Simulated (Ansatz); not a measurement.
## A defect in a wire: (3,3) C nanotube, P in place of one C

What does the defect do to the conductance?

Method: DFT PBE, plane waves, PAW; relaxation of a wire's period, in the first sound run; inputs show where later runs differ, in Ansatz 0.2.0.

## (1) The structure

The cell holds 12 atoms: 12 C. Cell: a = 10.868 Å, b = 10.806 Å, c = 2.460 Å, α = 90.0°, β = 90.0°, γ = 90.0°. Vacuum lies along a and b. The structure's axis is c.

## (2) Relaxation of atoms and period

Band widths follow the bond lengths, so the wire is relaxed first. The atoms and the third cell vector are free; the box across stays fixed as vacuum. A Fermi-Dirac smearing is set since the result may be a metal. The pressure printed is a third of the stress's trace over the whole box, vacuum included; only the stress along the axis is relaxed.

File input.yaml:

```yaml
crystal:
  lattice:
    - [10.868, 0.0, 0.0]
    - [0.0, 10.806, 0.0]
    - [0.0, 0.0, 2.4595121467]
  atoms:
    - { symbol: C, position: [0.643369038, 0.621000301, 0.0] }
    - { symbol: C, position: [0.687154982, 0.500009175, 0.0] }
    - { symbol: C, position: [0.31284505, 0.500009175, 0.5] }
    - { symbol: C, position: [0.356630994, 0.379018048, 0.5] }
    - { symbol: C, position: [0.467500897, 0.685378334, 0.5] }
    - { symbol: C, position: [0.593577499, 0.663020078, 0.5] }
    - { symbol: C, position: [0.593577499, 0.336998271, 0.5] }
    - { symbol: C, position: [0.675868157, 0.435631141, 0.5] }
    - { symbol: C, position: [0.324131875, 0.564387208, 0.0] }
    - { symbol: C, position: [0.406422533, 0.663020078, 0.0] }
    - { symbol: C, position: [0.406422533, 0.336998271, 0.0] }
    - { symbol: C, position: [0.532499135, 0.314640015, 0.0] }
kpoints:
  mp_grid: { grid: [1, 1, 33] }
scf:
  occupations: { method: fermi_dirac, width: 0.05 }
hamiltonian:
  xc: pbe
relax:
  cell: { fix: [a, b, alpha, beta, gamma] }
  max_steps: 60
```

Launch:

```
> ansatz run input.yaml --threads 4 --pin off --max-ram 16384MiB --backend cpu --events-out ev --progress --plain --runs-dir out
```

Numbers of over 12 decimals in the logs are rounded to 6 here.

Log:

```text
Engine: ansatz 0.2.0, aarch64-unknown-linux-gnu
Pseudopotentials: kind: paw
Pseudopotential: C, paw, valence charge 4, recommended cutoff 420 eV (normal), C.paw.azcp
Functional definition: PBE
  parameter kappa = 0.804
  parameter beta = 0.066725
  exchange = pbe_x(kappa = kappa, mu = beta*pi^2/3)
  correlation = pbe_c(beta = beta)
Crystal: 12 atoms, lattice volume = 288.844 Å³
Basis set: ecut = 420 eV, 5637 PW (Γ), exchange–correlation on 150×150×36 points (8 copies of the dense FFT grid, shifted against one another)
Bands: 36, of which v1, the nominal top of the filled ones, is band 24 counted from 1 (23 counted from 0)
Symmetry: 4 space group operations
Space group: P21/m (ITA 11), of the structure as read, at distance tolerance 6.6e-5 Å
k-points: 17 of 33
Non-local potential: C, projectors of the file, l = 0: 2, l = 1: 2, l = 2: 1
PAW form: soft (Blöchl's): semilocal exchange-correlation on the pseudo side does not see the compensation charge
PAW one-centre angular grid: C, 110 points (default); XC on 64 Gauss nodes
Initial density: superposition of atomic densities (neutral atoms: chi_scale 0, normalization atom), corrected by the library's trained network
Initial wavefunctions: pseudopotential atomic-orbital guess
Functional: x = pbe(κ = 0.804, μ = 0.219515), c = pbe(β = 0.066725)
SCF iter   1: F=—  HF=-3005.117224 eV  |F-HF|=—  |Δ(HF+E_count)|=         —  Δρ=6.24e-3  dr2=6.55e-2  ethr=1.77e-3  ⟨swp⟩=12.7  Hψ=4230  notcnv=0  defer=43
preconditioner: auto → LDOS  [insulator: Δε(μ)=0.149 eV  Ē_g=14.057 eV  σ=0.050 eV  W_gap=0.63  n_scr=36 (ndim 8)  ℏωp=15.1 eV  f_vac=0.617  D(μ)=0.79/eV (n_scr^D=4)  ε∞_Penn≈2.2  β→1.0]
SCF iter   2: F=—  HF=-3005.124068 eV  |F-HF|=—  |Δ(HF+E_count)|=   6.84e-3  Δρ=1.54e-3  dr2=8.16e-3  ethr=1.36e-4  ⟨swp⟩=3.6  Hψ=1383  notcnv=0  defer=69
SCF iter   3: F=—  HF=-3005.121275 eV  |F-HF|=—  |Δ(HF+E_count)|=   2.79e-3  Δρ=3.77e-4  dr2=1.15e-3  ethr=1.70e-5  ⟨swp⟩=2.0  Hψ=1036  notcnv=0  defer=69
SCF iter   4: F=—  HF=-3005.121020 eV  |F-HF|=—  |Δ(HF+E_count)|=   2.56e-4  Δρ=1.25e-4  dr2=1.21e-4  ethr=2.39e-6  ⟨swp⟩=2.0  Hψ=918  notcnv=0  defer=69
SCF iter   5: F=—  HF=-3005.120989 eV  |F-HF|=—  |Δ(HF+E_count)|=   3.07e-5  Δρ=2.85e-5  dr2=4.76e-6  ethr=2.53e-7  ⟨swp⟩=2.1  Hψ=887  notcnv=0  defer=69
SCF iter   6: F=—  HF=-3005.120788 eV  |F-HF|=—  |Δ(HF+E_count)|=   2.01e-4  Δρ=8.37e-6  dr2=5.82e-7  ethr=9.91e-9  ⟨swp⟩=2.1  Hψ=984  notcnv=0  defer=69
SCF iter   7: F=-3005.120788 eV  HF=-3005.120788 eV  |F-HF|=1.06e-8  |Δ(HF+E_count)|=   9.10e-8  Δρ=1.69e-6  dr2=1.69e-8  ethr=2.08e-10  ⟨swp⟩=5.0  Hψ=2186  notcnv=0
SCF 1 converged in 7 iterations: F = -3005.120788 eV  dr2 = 1.69e-8
  greatest PAW one-centre occupation: 0.679 electrons in one spin orbital (limit 2), on the C atom at site 3 (counted from 0), in its partial waves of l = 0
relax step   1: F+E_penalty+E_count = -3005.12078838 eV  Δ(F+E_penalty+E_count) = +0.000e0 eV  max|allowed force component| = 1.030e0 eV/Å  Δτ_max = 0.0000 Å  P = +5.740 GPa  Ω = 288.844 Å³  fix = [a, b, alpha, beta, gamma]  reactions: a +6.817, b +6.801 GPa; gamma -0.012 GPa/rad  (7 SCF iters, dr2 threshold 1.00e-7 eV, accepted)
Crystal: 12 atoms, lattice volume = 288.884 Å³
Initial density: handed on by an earlier stage of this run
Initial wavefunctions: those handed on with the density
iter 1 solved again at ethr=7.46e-4 eV; its pass at ethr=3.10e-3 eV (dr2=3.58e-1 eV) is discarded
SCF iter   1: F=—  HF=-3005.594214 eV  |F-HF|=—  |Δ(HF+E_count)|=         —  Δρ=1.14e-2  dr2=3.44e-1  ethr=7.46e-4  ⟨swp⟩=2.5  Hψ=2835  notcnv=0
preconditioner: auto → LDOS  [insulator: Δε(μ)=0.160 eV  Ē_g=13.712 eV  σ=0.050 eV  W_gap=0.66  n_scr=36 (ndim 8)  ℏωp=15.1 eV  f_vac=0.599  D(μ)=0.72/eV (n_scr^D=4)  ε∞_Penn≈2.2  β→1.0]
SCF iter   2: F=—  HF=-3005.638403 eV  |F-HF|=—  |Δ(HF+E_count)|=   4.42e-2  Δρ=7.25e-3  dr2=4.67e-1  ethr=7.16e-4  ⟨swp⟩=4.9  Hψ=2032  notcnv=0  defer=19
SCF iter   3: F=—  HF=-3005.496553 eV  |F-HF|=—  |Δ(HF+E_count)|=   1.42e-1  Δρ=9.32e-4  dr2=1.46e-3  ethr=7.16e-4  ⟨swp⟩=3.3  Hψ=1145  notcnv=0  defer=27
SCF iter   4: F=—  HF=-3005.495988 eV  |F-HF|=—  |Δ(HF+E_count)|=   5.65e-4  Δρ=1.09e-4  dr2=2.87e-5  ethr=3.04e-6  ⟨swp⟩=2.3  Hψ=1208  notcnv=0  defer=42
SCF iter   5: F=—  HF=-3005.495899 eV  |F-HF|=—  |Δ(HF+E_count)|=   8.91e-5  Δρ=1.75e-5  dr2=9.06e-7  ethr=2.50e-9  ⟨swp⟩=3.9  Hψ=2651  notcnv=0
SCF iter   6: F=-3005.495899 eV  HF=-3005.495899 eV  |F-HF|=3.53e-7  |Δ(HF+E_count)|=   1.10e-7  Δρ=1.10e-5  dr2=4.44e-7  ethr=1.89e-9  ⟨swp⟩=2.9  Hψ=2177  notcnv=0
SCF 2 converged in 6 iterations: F = -3005.495899 eV  dr2 = 4.44e-7
  greatest PAW one-centre occupation: 0.670 electrons in one spin orbital (limit 2), on the C atom at site 10 (counted from 0), in its partial waves of l = 0
relax step   2: F+E_penalty+E_count = -3005.49589860 eV  Δ(F+E_penalty+E_count) = -3.751e-1 eV  max|allowed force component| = 4.769e-1 eV/Å  Δτ_max = 0.0505 Å  P = +1.840 GPa  Ω = 288.884 Å³  energy of the carried Pulay correction = -5.018e-5 eV  fix = [a, b, alpha, beta, gamma]  reactions: a +2.075, b +2.053 GPa; gamma -0.011 GPa/rad  (6 SCF iters, dr2 threshold 1.20e-6 eV, accepted)
Crystal: 12 atoms, lattice volume = 289.574 Å³
Basis set: ecut = 420 eV, 5661 PW (Γ), exchange–correlation on 150×150×36 points (8 copies of the dense FFT grid, shifted against one another)
iter 1 solved again at ethr=1.21e-4 eV; its pass at ethr=3.10e-3 eV (dr2=5.79e-2 eV) is discarded
SCF iter   1: F=—  HF=-3005.556725 eV  |F-HF|=—  |Δ(HF+E_count)|=         —  Δρ=4.53e-3  dr2=5.66e-2  ethr=1.21e-4  ⟨swp⟩=2.6  Hψ=2535  notcnv=0
preconditioner: auto → Resta (q_TF=auto, 2.022 Å⁻¹)  ε∞=2.2  [insulator: Δε(μ)=0.289 eV  Ē_g=13.672 eV  σ=0.050 eV  W_gap=0.89  n_scr=36 (ndim 8)  ℏωp=15.1 eV  f_vac=0.596  D(μ)=0.37/eV (n_scr^D=0)  ε∞_Penn≈2.2  vacuum switching on, ρ_ref=1.4e-2 e/Å³]
SCF iter   2: F=—  HF=-3005.540773 eV  |F-HF|=—  |Δ(HF+E_count)|=   1.60e-2  Δρ=1.64e-3  dr2=3.74e-3  ethr=1.18e-4  ⟨swp⟩=2.1  Hψ=1053  notcnv=0
SCF iter   3: F=—  HF=-3005.540028 eV  |F-HF|=—  |Δ(HF+E_count)|=   7.45e-4  Δρ=5.27e-4  dr2=4.63e-4  ethr=7.80e-6  ⟨swp⟩=2.5  Hψ=1035  notcnv=0
SCF iter   4: F=—  HF=-3005.539907 eV  |F-HF|=—  |Δ(HF+E_count)|=   1.21e-4  Δρ=8.28e-5  dr2=4.43e-5  ethr=9.64e-7  ⟨swp⟩=2.4  Hψ=896  notcnv=0
SCF iter   5: F=—  HF=-3005.539901 eV  |F-HF|=—  |Δ(HF+E_count)|=   5.34e-6  Δρ=3.44e-5  dr2=4.41e-6  ethr=9.22e-8  ⟨swp⟩=2.2  Hψ=930  notcnv=0
SCF iter   6: F=-3005.539904 eV  HF=-3005.539903 eV  |F-HF|=1.26e-7  |Δ(HF+E_count)|=   2.05e-6  Δρ=9.96e-6  dr2=2.31e-7  ethr=2.50e-9  ⟨swp⟩=4.6  Hψ=1983  notcnv=0
SCF 3 converged in 6 iterations: F = -3005.539904 eV  dr2 = 2.31e-7
  greatest PAW one-centre occupation: 0.667 electrons in one spin orbital (limit 2), on the C atom at site 2 (counted from 0), in its partial waves of l = 0
relax step   3: F+E_penalty+E_count = -3005.53990361 eV  Δ(F+E_penalty+E_count) = -4.401e-2 eV  max|allowed force component| = 1.823e-1 eV/Å  Δτ_max = 0.0194 Å  P = +0.138 GPa  Ω = 289.574 Å³  energy of the carried Pulay correction = -9.094e-4 eV  fix = [a, b, alpha, beta, gamma]  reactions: a +0.195, b +0.171 GPa; gamma -0.008 GPa/rad  (6 SCF iters, dr2 threshold 1.20e-6 eV, accepted)
[...]
relax step   4: F+E_penalty+E_count = -3005.54198312 eV  Δ(F+E_penalty+E_count) = -2.080e-3 eV  max|allowed force component| = 8.870e-3 eV/Å  Δτ_max = 0.0027 Å  P = -0.038 GPa  Ω = 289.737 Å³  energy of the carried Pulay correction = -1.113e-3 eV  fix = [a, b, alpha, beta, gamma]  reactions: a -0.004, b -0.029 GPa; gamma -0.009 GPa/rad  (4 SCF iters, dr2 threshold 1.20e-6 eV, accepted)
[...]
relax step   5: F+E_penalty+E_count = -3005.54209383 eV  Δ(F+E_penalty+E_count) = -1.107e-4 eV  max|allowed force component| = 1.111e-3 eV/Å  Δτ_max = 0.0004 Å  P = -0.009 GPa  Ω = 289.663 Å³  energy of the carried Pulay correction = -1.020e-3 eV  fix = [a, b, alpha, beta, gamma]  reactions: a -0.012, b -0.034 GPa; gamma -0.010 GPa/rad  (5 SCF iters, dr2 threshold 1.61e-8 eV, accepted)
Initial wavefunctions: pseudopotential atomic-orbital guess (no wavefunctions were taken with the density)
iter 1 solved again at ethr=7.29e-7 eV; its pass at ethr=3.10e-3 eV (dr2=3.50e-4 eV) is discarded
SCF iter   1: F=—  HF=-3005.543205 eV  |F-HF|=—  |Δ(HF+E_count)|=         —  Δρ=1.43e-5  dr2=8.47e-8  ethr=7.29e-7  ⟨swp⟩=6.2  Hψ=5738  notcnv=0  defer=2
eigensolver tolerance schedule: the retry pair's looser diagonalisation over-reported the residual by 4133.27 of it (diagonalisation noise at 35.49 of the residual, at the tolerance the schedule requests for it); recorded, not acted on — ethr = c·dr2/N_el stays at c = 1.0e-1
preconditioner: auto → Resta (q_TF=auto, 2.022 Å⁻¹)  ε∞=2.2  [insulator: Δε(μ)=0.295 eV  Ē_g=13.726 eV  σ=0.050 eV  W_gap=0.90  n_scr=36 (ndim 8)  ℏωp=15.1 eV  f_vac=0.596  D(μ)=0.34/eV (n_scr^D=0)  ε∞_Penn≈2.2  vacuum switching on, ρ_ref=1.4e-2 e/Å³]
SCF iter   2: F=—  HF=-3005.543135 eV  |F-HF|=—  |Δ(HF+E_count)|=   7.04e-5  Δρ=7.21e-6  dr2=2.06e-8  ethr=1.76e-10  ⟨swp⟩=3.5  Hψ=1444  notcnv=0  defer=1
SCF iter   3: F=—  HF=-3005.543138 eV  |F-HF|=—  |Δ(HF+E_count)|=   3.46e-6  Δρ=2.60e-6  dr2=8.45e-9  ethr=4.30e-11  ⟨swp⟩=3.5  Hψ=1189  notcnv=0  defer=1
SCF iter   4: F=—  HF=-3005.543138 eV  |F-HF|=—  |Δ(HF+E_count)|=   3.94e-7  Δρ=4.26e-7  dr2=5.56e-10  ethr=1.76e-11  ⟨swp⟩=2.4  Hψ=956  notcnv=0  defer=1
SCF iter   5: F=-3005.543138 eV  HF=-3005.543138 eV  |F-HF|=7.55e-11  |Δ(HF+E_count)|=   2.09e-9  Δρ=1.34e-7  dr2=2.95e-11  ethr=1.00e-12  ⟨swp⟩=5.0  Hψ=2178  notcnv=0
SCF 6 converged in 5 iterations: F = -3005.543138 eV  dr2 = 2.95e-11
relax step   6: F+E_penalty+E_count = -3005.54313849 eV  Δ(F+E_penalty+E_count) = -1.045e-3 eV  max|allowed force component| = 1.078e-3 eV/Å  Δτ_max = 0.0000 Å  P = -0.000 GPa  Ω = 289.663 Å³  fix = [a, b, alpha, beta, gamma]  reactions: a +0.002, b -0.023 GPa; gamma -0.008 GPa/rad  stress off target by 2.08e-2 GPa on what of the cell is left free  SCF on the basis re-selected at this cell (its energy is not comparable with the rows above)  (5 SCF iters)
basis re-selected at this cell: Δ(F+E_penalty+E_count) = -1.045e-3 eV, ΔP = +0.008 GPa vs the last step (what re-selecting the basis moved, of the pressure what is left beyond the Pulay correction that the steps carried, after the strain that the cell walked since its last selection, with what the two solves' SCF thresholds leave and, on support functions, any second-order correction that the steps lacked; it is no m [...]
SCF converged after 5 iterations
Free energy (F): -3005.543138 eV
Harris-Foulkes:  -3005.543138 eV  (|F-HF|=7.55e-11)
Internal energy: -3005.539400 eV  (E = F + TS)
E sigma→0 (E₀):  -3005.541269 eV
Entropy (-TS):   -0.003739 eV (-0.312 meV/atom)
Fermi energy:    -0.001003 eV
--- Per-component energies (eV) ---
  E_band       = -450.309515
  E_kinetic    = 1085.987897
  E_local      = -9903.666106  (includes V_loc(G=0)·N_el)
  E_nonlocal   = 326.383751
  E_hartree    = 4415.622362
  E_xc         = -573.292101
  E_vxc        = -709.631116  (∫ρ·V_xc dr)
  E_paw        = -1191.314148  (= ΣΔE_a)
  E_vpaw       = -80.628690  (= ΣTr[D̂ρ^β])
  E_aug_tail   = 0.000090  (compensation charges beyond the density's cutoff)
  E_ewald      = 2834.738856
  E_smearing   = -0.003739  (= −TS)
  E_closure    = 0.000000  (closes the sum)
  Σ components = -3005.543138   (vs F -3005.543138, Δ=0.00e0)
--- Forces (eV/Å), atoms counted from 1 ---
  atom   1  C     -0.00005142    -0.00046840    -0.00000000
  atom   2  C     -0.00048539     0.00080155     0.00000000
  atom   3  C      0.00048539    -0.00080155    -0.00000000
  atom   4  C      0.00005142     0.00046840     0.00000000
  atom   5  C      0.00070403    -0.00073327    -0.00000000
  atom   6  C     -0.00054170     0.00026276     0.00000000
  atom   7  C      0.00053407     0.00006108     0.00000000
  atom   8  C     -0.00107772    -0.00043152    -0.00000000
  atom   9  C      0.00107772     0.00043152     0.00000000
  atom  10  C     -0.00053407    -0.00006108    -0.00000000
  atom  11  C      0.00054170    -0.00026276    -0.00000000
  atom  12  C     -0.00070403     0.00073327     0.00000000
  max |Σ_I F_I| component: 1.08e-19 eV/Å
--- Stress (GPa, compression-positive) ---
        0.001870       0.007873       0.000000
        0.007872      -0.022783      -0.000000
        0.000000      -0.000000       0.020776
  P = ⅓ Tr σ = -0.0000 GPa (-0.000 kbar)
--- Relaxed structure (5 steps of the walk, 5 accepted, 1 SCFs on fresh bases) ---
  F+E_penalty+E_count = -3005.54313849 eV   max|allowed force component| = 1.078e-3 eV/Å   (the final SCF, on the basis selected at the relaxed cell)
  cell:  # Å, volume = 289.6627 Å³
    - [10.868, 0, 0.0]
    - [0, 10.806, 0.0]
    - [0.0, 0.0, 2.466482]
  atoms:
    - { symbol: C, position: [0.648270, 0.625321, 0.0] }
    - { symbol: C, position: [0.693514, 0.500081, 0.0] }
    - { symbol: C, position: [0.306486, 0.499919, 0.5] }
    - { symbol: C, position: [0.351730, 0.374679, 0.5] }
    - { symbol: C, position: [0.466301, 0.691757, 0.5] }
    - { symbol: C, position: [0.596809, 0.668744, 0.5] }
    - { symbol: C, position: [0.596794, 0.331411, 0.5] }
    - { symbol: C, position: [0.681871, 0.433552, 0.5] }
    - { symbol: C, position: [0.318129, 0.566448, 0.0] }
    - { symbol: C, position: [0.403206, 0.668589, 0.0] }
    - { symbol: C, position: [0.403191, 0.331256, 0.0] }
    - { symbol: C, position: [0.533699, 0.308243, 0.0] }
```

Elapsed: 17 s, on 4 threads of Arm Neoverse V1, shared host; peak memory 0.67 GiB; 63 s of CPU time.

The steps of the relaxation:

```tsv
step	energy less that of the first step (eV)	largest force component (eV/Å)	pressure (GPa)	volume (Å³)
1	0.0000	1.0299	5.74	288.84
2	-0.3751	0.4769	1.84	288.88
3	-0.4191	0.1823	0.14	289.57
4	-0.4212	0.0089	-0.04	289.74
5	-0.4213	0.0011	-0.01	289.66
6*	-0.4223	0.0011	0.00	289.66
```

Relaxation steps marked * repeat the geometry before them on a plane-wave basis chosen anew for their cell, so energy and pressure can jump there.

The run keeps the 4 symmetry operations that it works with, so distortions that break them were not tested.

```tsv
cell as run	before	after	change
c (Å)	2.460	2.466	+0.3 %
```

The atoms that moved most (Å, along periodic axes as changes of fractional coordinates times the final cell, across vacuum about the mean position):

```tsv
atom	dx	dy	dz	length
C6	0.035	0.062	0.000	0.071
C11	-0.035	-0.062	0.000	0.071
C1	0.053	0.047	0.000	0.071
C4	-0.053	-0.047	0.000	0.071
C5	-0.013	0.069	0.000	0.070
C12	0.013	-0.069	0.000	0.070
C10	-0.035	0.060	0.000	0.070
C7	0.035	-0.060	0.000	0.070
```

This step gave:

```
energy at zero smearing    : -3005.5413 eV
cell length along the wire : 2.466 Å
```

The cell's length comes to 2.466 Å with spin left out.

(Continued in part 2 of 4.)

[Logs are printed without paths, hosts, clocks, repeated set-up lines and the standing remarks that a program may print on its own settings, such as how far it seeks lower states.]

[Hosts, paths, dates, database ids (printed as entryN), source tags and the programs' standing remarks are cut or masked in the printed files.]
